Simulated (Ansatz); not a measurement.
Wurtzite BeO was calculated with PBE0 (plane waves, PAW; Ansatz, a first-principles code).

Numerical settings: plane-wave cutoff 460 eV, 12×12×6 k mesh (along the axes of the cell as run), Fermi–Dirac smearing 0.01 eV, scalar-relativistic PAW data made under PBE.

Cell (measured lattice):

```cif
data_Be2O2
_chemical_formula_sum 'Be2 O2'
_space_group_name_H-M_alt 'P 1'
_space_group_IT_number 1
_cell_length_a 2.69800
_cell_length_b 2.69800
_cell_length_c 4.38000
_cell_angle_alpha 90.000
_cell_angle_beta 90.000
_cell_angle_gamma 120.000
loop_
_space_group_symop_operation_xyz
  'x, y, z'
loop_
_atom_site_label
_atom_site_type_symbol
_atom_site_fract_x
_atom_site_fract_y
_atom_site_fract_z
_atom_site_occupancy
Be1 Be 0.66667 0.33333 0.50000 1
Be2 Be 0.33333 0.66667 0.00000 1
O1 O 0.66667 0.33333 0.87800 1
O2 O 0.33333 0.66667 0.37800 1
```

Question: What does this level give for the band gap and width of the whole s-p valence band?

Answer: 
band gap: 10.24 eV (on the SCF k mesh) (direct)
width of the whole s-p valence band: 20.36 eV

Measured, for comparison: band gap 11.29 eV (zero-point renormalisation of 699 meV (computed, non-adiabatic AHC, without the lattice-expansion part) added back here; inputs from Miglio et al. (2020), arXiv:2011.12765). Computed (rounded) less measured: band gap -1.05 eV.

Note: cell and atoms aren't relaxed at this level (pressure -3.0 GPa).

The computed numbers hold no vibrational or temperature effects.
